Above a three-layer MoTe₂ slab the tunnelling density falls roughly 7- to 20-fold per ångström, depending on bias, and a barrier estimated by hand gives this decay rate. From it follow the mean density, with a count of states, and the corrugation of the image, once the contrast is known. At −1.7 V and below, and at +1.1 V and above, the estimates land within about 10 % for the barrier and 25 % for the density. Empty-state images are nearly flat, about 0.1 Å or less, while filled-state images are corrugated by 0.46 Å or more. Just below the valence edge the rules fail, the density by up to a factor of 12.

Tersoff–Hamann STM images of a three-layer MoTe₂ (001) slab, computed with Ansatz 0.2.0 (scalar-relativistic PBE, plane-wave PAW, 420 eV cutoff, 18 × 18 × 1 k mesh, 0.05 eV Gaussian smearing, no spin polarisation). Bias counts from mid-gap; density, contrast and corrugation refer to 3 Å above the top nucleus, with the plane's mean density as the corrugation set point.

```tsv
bias (V)	log10 mean density (log10 of e/angstrom^3)	bright over dark	corrugation (Å)	brightest over	apparent barrier at 4 angstrom (eV)
-2.500	-3.390	3.83	0.602	Te	6.298
-1.700	-3.584	2.71	0.456	Te	5.757
-1.100	-4.649	5.11	0.842	Te	6.924
-0.750	-5.216	51.62	1.776	between	8.833
0.750	-4.530	1.16	0.071	between	4.944
1.100	-3.628	1.10	0.044	between	4.588
1.700	-3.184	1.26	0.120	between	3.804
2.300	-2.999	1.17	0.087	between	3.474
```

**The picture.** Each row is a PBE image summed over all states between zero bias, which sits mid-gap, and the stated bias, so the rows are growing windows on one slab. An electron leaks into the vacuum as an exponential tail. The tail is shorter the deeper the state lies below the vacuum level, and shorter again if part of its energy is tied up in motion along the surface. The tip therefore weights the states very unequally, and a few long-tailed ones can set the whole image.

The free-electron equation in vacuum gives density ∝ exp(−2κz) with ħ²κ²/2m = W − E + ħ²k²/2m. Here z is the height over the top Te nucleus, E the energy from zero bias, k the lateral wave number and W = 4.32 eV the vacuum level. The apparent barrier B is defined as ħ²κ²/2m, so with ħ²/2m = 3.81 eV Å² the step 2κ = 2√(B/3.81) is a conversion and tests nothing. The rules are these:

- Barrier: B ≈ W − E(mid) for filled states, with E(mid) halfway between valence edge (−0.46 eV) and bias; B ≈ W − V + 1.34 eV for empty states at bias V.
- States per cell: N ≈ 8.8 per eV times the distance of the bias from the band edge.
- Mean density: n ≈ N × 0.0043 Å⁻³ × exp[−2κ(z − 0.80 Å)], the middle factor being one over the slab volume.
- Corrugation ≈ ln(bright over dark)/2κ, the height change that undoes the density ratio of brightest to darkest point. That ratio is an input.

The 1.34 eV was fitted to the four empty rows; the slope of N and the offset in z were fitted to all eight. The offset trades against the assumed slab thickness and also absorbs the use of a decay taken at 4 Å for a plane at 3 Å, so it is no surface position. Row-by-row errors stand in the output after this text.

**−2.5 and −1.7 V: deep filled states.** Here the barrier rule, which has no fitted constant though its midpoint is a choice, is 8 % and 6 % below the table, and the image is brightest over the top Te atoms. The −1.7 V row, which entered the fits of N and of the offset, works out as follows:

- E(mid) = −(1.70 + 0.46)/2 = −1.08 eV, so B = 4.32 + 1.08 ≈ 5.4 eV (table 5.76).
- 2κ = 2√(5.41/3.81) = 2.38 Å⁻¹ and exp(−2.38 × 2.20) = 0.0053.
- N = 8.8 × 1.24 = 10.9, so n = 10.9 × 0.0043 × 0.0053 = 2.5 × 10⁻⁴ e/Å³, or log n = −3.60 (table −3.584).
- Corrugation = ln 2.71/2.38 = 0.42 Å (table 0.456).

Subtracting neighbouring rows isolates what each added window contributes, and this shows why the rule works here. The window from −1.1 to −1.7 eV decays with a barrier of 5.65 eV, nearly equal to the plain binding energy of 5.72 eV at the window's middle. So its tail carries little lateral momentum, as states near the zone centre Γ would. The match is slightly flattering: the density at −1.7 V falls 11.3-fold from 3 to 4 Å and 12.0-fold from 4 to 5 Å, a steepening that a sum of pure exponentials cannot give. The potential there is still rising to the vacuum level, which can hide some lateral energy. These tails dominate once they are in the window. They lie somewhere in that window, whose middle is −1.4 eV, while the rule counts from −1.08 eV, which would explain why it comes out low at −1.7 V. The states added further down decay faster, more through lateral energy than through their greater depth, so the barrier rises again at −2.5 V.

**−1.1 and −0.75 V: the breakdown.** From −1.7 to −1.1 V the density drops by a factor of 11.6 while the number of states drops by only 2.2. The remainder is per-state weight: the lost window gave about nine times more density per state than the one above it. A rule that treats all filled states alike overshoots the density at −1.1 V by 0.82 in log10.

At −0.75 V the barrier is 8.83 eV, an excess of 3.90 eV over the binding energy, and it must not be read as a work function. The excess corresponds to k ≈ 1.0 Å⁻¹, which puts these states near the zone boundary: its corner K lies at 1.19 Å⁻¹, its edge midpoint M at 1.03 Å⁻¹. The decay alone does not settle which states these are, and the windows were not resolved in k. MoTe₂ layers are expected to have a valence maximum at K, but the tip favours the states of smallest k in the window, and the value found lies nearer M. With the true barrier and state count inserted, the density rule recovers this row, so the failure lies in estimating those two inputs. At −1.1 V the same insertion still leaves the density too high by a factor of 2.4.

The contrast also points to the zone boundary. At K the tail of a state has three leading plane waves of equal |k|, at M it has two. They decay together, so their interference pattern survives with height. The logarithm of the ratio indeed fades at only 0.15 Å⁻¹ between 3 and 5 Å, against 0.76 Å⁻¹ at −2.5 V, though slow fading alone is weak evidence, since the +1.1 V row fades at 0.30 Å⁻¹. The pattern speaks against the K point itself: three equal waves that peak on the hollow are expected to vanish over both Mo and Te, whereas this image has its pit over Mo alone, 1.513 Å below the mean height, and stands 0.033 Å above the mean over Te. States near M, or between K and M, would fit it better. The brightest spot has already moved to "between", the hollow site 2.03 Å from the top Te, so the change of bright site does not coincide with the change of bias sign.

With 2κ taken from the table's barrier, the corrugation rule falls short of the table in every row, and by 27–28 % in these two; the hand barrier, being too low here, hides part of this by a cancelling error. It uses the contrast at one height, whereas a tip that descends into a dark spot meets stronger contrast and must descend further. Over a bright spot the tip rises into weaker contrast and the error is reversed, but in the filled-state images the dips are deeper than the peaks are high, so the shortfall wins. For the empty states the decay taken at 4 Å is also a little too fast for an image at 3 Å. At −0.75 V most of the 1.78 Å is such a pit, over Mo, which a real tip of finite width would hardly follow to the bottom.

These two rows are also the most exposed to the settings. Spin–orbit coupling is off, and it is expected to split the K valence edge by an amount comparable with the 0.29 eV of band that the −0.75 V window covers. The relaxed top interlayer gap is about an eighth wider than the 3.38 Å of the held lower part, as expected when PBE lacks dispersion. That can move Γ states against K states and hence the bias at which the density jumps.

**+0.75 to +2.3 V: empty states.** The least bound states now sit at the top of the window, and the barrier falls at every step. Counting from the bias fits with an rms error of 0.10 eV, counting from the window middle with 0.30 eV. This is a fit, not proof that the topmost states rule: at +2.3 V the window above +1.7 V supplies only about a third of the density at 3 Å. The +1.1 V row entered all three fits:

- B = 4.32 − 1.10 + 1.34 = 4.56 eV (table 4.59), and 2κ = 2.19 Å⁻¹.
- exp(−2.19 × 2.20) = 0.0081 and N = 8.8 × (1.10 − 0.47) ≈ 5.6, the conduction edge of 0.47 eV being taken unrounded.
- n = 5.6 × 0.0043 × 0.0081 ≈ 2.0 × 10⁻⁴ e/Å³, or log n = −3.71 (table −3.628).
- Corrugation = ln 1.10/2.19 = 0.044 Å, equal to the table only through rounding: the less rounded ratio 1.096 gives 0.042 Å.

The added windows show an excess over the binding energy of 1.1–1.2 eV up to +1.1 V and only about half of that beyond. A conduction valley about halfway from Γ to K, where the lateral energy is 1.35 eV, is a possible origin for the two lowest rows, but this is a guess. The fitted constant is no measure of that energy, since it also makes up for counting from the top of the window. At +0.75 V the barrier is good but the density is too high by 0.39 in log10, because the straight-line count overestimates the few states near the edge.

The hollow is brightest in all four rows, with ratios no larger than 1.26, so the lattice shows up at about a tenth of an ångström or less. Every corrugation quoted belongs to a 3 Å height and an s-wave tip: at −2.5 V the same calculation gives, at 5 Å, only about a fifth of the 0.602 Å. On a real sample, biases, and W with them, should be counted from the observed band edges, since the PBE gap error, doping and tip-induced band bending shift the onsets. The field between tip and sample, which at biases of volts changes the barrier itself, is left out. The three constants describe this one thin, unreconstructed slab.

Printed output of the fit:

```
hbar2/2m 3.810 eV A2; area 10.72 A2; L 21.48 A; 1/(A L) 0.0043 A-3
K 1.191, G 2.062 1/A; lateral energy at K 5.40 eV, at K/2 1.35 eV
empty: W-V+1.34 eV rms 0.10; W-Emid+0.84 eV rms 0.30; rounding 0.0005
bias | barrier, rule, error (eV), error % | 2kappa 1/A | B-(W-Emid) eV, k 1/A
-2.50 | 6.30 5.81 -0.49 -8% | 2.571 | 0.49 0.36
-1.70 | 5.76 5.41 -0.35 -6% | 2.458 | 0.35 0.30
-1.10 | 6.92 5.11 -1.82 -26% | 2.696 | 1.82 0.69
-0.75 | 8.83 4.93 -3.90 -44% | 3.045 | 3.90 1.01
+0.75 | 4.94 4.92 -0.03 -1% | 2.278 | 1.23 0.57
+1.10 | 4.59 4.56 -0.02 -1% | 2.195 | 1.05 0.52
+1.70 | 3.80 3.96 +0.16 +4% | 1.998 | 0.56 0.38
+2.30 | 3.47 3.37 -0.11 -3% | 1.910 | 0.53 0.37
added window eV | density per state at 3 A | barrier 3-5 A, W-Emid, excess (eV)
-1.70 to -2.50 | 1.8e-05 | 7.91 6.42 +1.49
-1.10 to -1.70 | 4.3e-05 | 5.65 5.72 -0.08
-0.75 to -1.10 | 4.6e-06 | 6.49 5.25 +1.24
-0.46 to -0.75 | 5.0e-06 | 8.79 4.93 +3.86
+0.47 to +0.75 | 3.1e-05 | 4.89 3.72 +1.18
+0.75 to +1.10 | 5.4e-05 | 4.50 3.40 +1.10
+1.10 to +1.70 | 5.9e-05 | 3.46 2.92 +0.54
+1.70 to +2.30 | 7.9e-05 | 2.97 2.32 +0.65
density: z0 0.80 A, D 8.8 states/eV per cell; rounding 0.0005 in log10
bias | N, N rule | log10 n | error with true N and barrier | error all by rule
-2.50 | 18.46 17.92 | -3.390 | -0.17 | -0.08
-1.70 | 10.21 10.89 | -3.584 | -0.12 | -0.02
-1.10 | 4.73 5.62 | -4.649 | +0.38 | +0.82
-0.75 | 1.21 2.54 | -5.216 | +0.02 | +1.08
+0.75 | 0.96 2.50 | -4.530 | -0.03 | +0.39
+1.10 | 4.77 5.58 | -3.628 | -0.15 | -0.08
+1.70 | 11.93 10.85 | -3.184 | -0.01 | -0.09
+2.30 | 16.30 16.12 | -2.999 | +0.02 | +0.05
rms log10 0.16 and 0.50; worst factors 2.4 and 12.1
bias | corrugation, ln(ratio)/2kappa (A), error %, rounding % | fading seen, rule 1/A
-2.50 | 0.602 0.522 -13% 0.2% | 0.76 0.72
-1.70 | 0.456 0.406 -11% 0.3% | 0.82 0.75
-1.10 | 0.842 0.605 -28% 0.1% | 0.58 0.70
-0.75 | 1.776 1.295 -27% 0.0% | 0.15 0.63
+0.75 | 0.071 0.065 -8% 3.6% | 0.53 0.79
+1.10 | 0.044 0.043 -1% 5.9% | 0.30 0.82
+1.70 | 0.120 0.116 -4% 2.1% | 0.64 0.87
+2.30 | 0.087 0.082 -6% 3.3% | 0.82 0.90
worked +1.1 V: 2kappa 2.19, exp 0.0081, log10 n -3.71, corr 0.044 A
worked -1.7 V: 2kappa 2.38, exp 0.0053, log10 n -3.60, corr 0.419 A
-1.1 to -1.7 V: density x11.6, states x2.2, per added state x9.4
```
